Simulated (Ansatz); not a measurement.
Ansatz input file:

```yaml
crystal:
  lattice:
    - [0.0, 2.1425305606, 2.1425305606]
    - [2.1018402006, 0.04069036, 2.1018402006]
    - [2.1425305606, 2.1425305606, 0.0]
  atoms:
    - { symbol: Al, position: [0.4645278225, 0.6064165325, 0.4645278225] }
    - { symbol: "N", position: [0.0354721775, -0.1064165325, 0.0354721775] }
basis:
  ecutwfc: 420
kpoints:
  mp_grid: { grid: [10, 10, 10] }
hamiltonian:
  xc: pbe
scf:
  occupations: { method: gaussian, width: 0.02 }
output:
  forces: true
  stress: true
  eigenvalues: true
```

Launched with
```bash
ansatz run input.yaml --threads 1 --pin off --max-ram 1331MiB --backend cpu --events-out ev --progress --plain --runs-dir out
```

Method: DFT PBE, scalar-relativistic, plane waves, PAW in Ansatz.

Part of what the program printed, abridged:

```
Pseudopotentials: kind: paw
Pseudopotential: Al, paw, valence charge 3, recommended cutoff 420 eV (normal)
Pseudopotential: N, paw, valence charge 5, recommended cutoff 420 eV (normal)
Functional definition: PBE
Crystal: 2 atoms, lattice volume = 19.110 Å³
Basis set: ecut = 420 eV, 351 PW (Γ), exchange–correlation on 48×40×48 points (8 copies of the dense FFT grid, shifted against one another)
Bands: 8, of which v1, the nominal top of the filled ones, is band 4 counted from 1 (3 counted from 0)
Symmetry: 6 space group operations
Space group: R3m (ITA 160), of the structure as read, at distance tolerance 2.7e-5 Å
k-points: 116 of 1000 (time reversal used)
Initial density: superposition of atomic densities (neutral atoms: chi_scale 0, normalization atom), corrected by the library's trained network
Initial wavefunctions: pseudopotential atomic-orbital guess
Functional: x = pbe(κ = 0.804, μ = 0.21951497), c = pbe(β = 0.06672455)
SCF iter   1: F=—  HF=-923.358809 eV  |F-HF|=—  |Δ(HF+E_count)|=         —  Δρ=2.58e-3  dr2=6.81e-4  ethr=1.77e-3  ⟨swp⟩=4.7  Hψ=6625  notcnv=0
SCF iter   2: F=—  HF=-923.359074 eV  |F-HF|=—  |Δ(HF+E_count)|=   2.65e-4  Δρ=1.29e-3  dr2=1.55e-4  ethr=8.52e-6  ⟨swp⟩=2.3  Hψ=2245  notcnv=0
SCF iter   3: F=—  HF=-923.359188 eV  |F-HF|=—  |Δ(HF+E_count)|=   1.15e-4  Δρ=2.51e-4  dr2=9.57e-6  ethr=1.94e-6  ⟨swp⟩=2.5  Hψ=1455  notcnv=0
SCF iter   4: F=—  HF=-923.359204 eV  |F-HF|=—  |Δ(HF+E_count)|=   1.58e-5  Δρ=5.60e-5  dr2=3.66e-7  ethr=1.20e-7  ⟨swp⟩=2.5  Hψ=1300  notcnv=0
SCF iter   5: F=-923.359204 eV  HF=-923.359204 eV  |F-HF|=2.09e-8  |Δ(HF+E_count)|=   1.30e-7  Δρ=1.93e-5  dr2=2.90e-8  ethr=4.57e-9  ⟨swp⟩=2.2  Hψ=1390  notcnv=0
SCF iter   6: F=-923.359204 eV  HF=-923.359204 eV  |F-HF|=2.27e-10  |Δ(HF+E_count)|=   2.48e-8  Δρ=2.28e-6  dr2=4.75e-10  ethr=3.62e-10  ⟨swp⟩=1.1  Hψ=2898  notcnv=0
SCF 1 converged in 6 iterations: F = -923.359204 eV  dr2 = 4.75e-10
SCF converged after 6 iterations
Free energy (F): -923.359204 eV
Harris-Foulkes:  -923.359204 eV  (|F-HF|=2.27e-10)
Internal energy: -923.359204 eV  (E = F + TS)
E sigma→0 (E₀):  -923.359204 eV
Fermi energy:    10.867265 eV
--- Per-component energies (eV) ---
  E_band       = 26.041779
  E_kinetic    = 158.931076
  E_local      = -194.497956  (includes V_loc(G=0)·N_el)
  E_nonlocal   = 54.770229
  E_hartree    = 68.847759
  E_xc         = -101.825990
  E_vxc        = -108.043322  (∫ρ·V_xc dr)
  E_paw        = -594.689395  (= ΣΔE_a)
  E_vpaw       = -22.814063  (= ΣTr[D̂ρ^β])
  E_aug_tail   = 0.000096  (compensation charges beyond the density's cutoff)
  E_ewald      = -314.895024
  E_smearing   =  0.000000  (= −TS)
--- Forces (eV/Å), atoms counted from 1 ---
  atom   1  Al    -0.71224044     0.71224044    -0.71224044
  atom   2  N      0.71223371    -0.71223371     0.71223371
--- Stress (GPa, compression-positive) ---
       -1.603226      -4.099077       4.099077
       -4.099077      -1.603226      -4.099077
        4.099077      -4.099077      -1.603226
  P = ⅓ Tr σ = -1.6032 GPa (-16.032 kbar)
--- Band table (eV; the first three rows and the last of 116) ---
  k-point 0: bands = ["-7.1607", "8.4968", "8.4968", "9.6210", "12.6085", "20.6615", "20.6615", "22.3856"]
  k-point 1: bands = ["-6.9910", "7.5938", "8.4276", "9.5499", "13.2703", "19.5912", "20.9129", "22.7113"]
  k-point 2: bands = ["-6.5017", "5.7961", "8.2590", "9.3657", "14.2398", "18.4777", "21.0817", "22.2107"]
  k-point 115: bands = ["-3.8631", "3.6192", "4.4827", "6.6331", "15.0351", "18.3400", "19.0301", "21.6068"]
```

The run converged.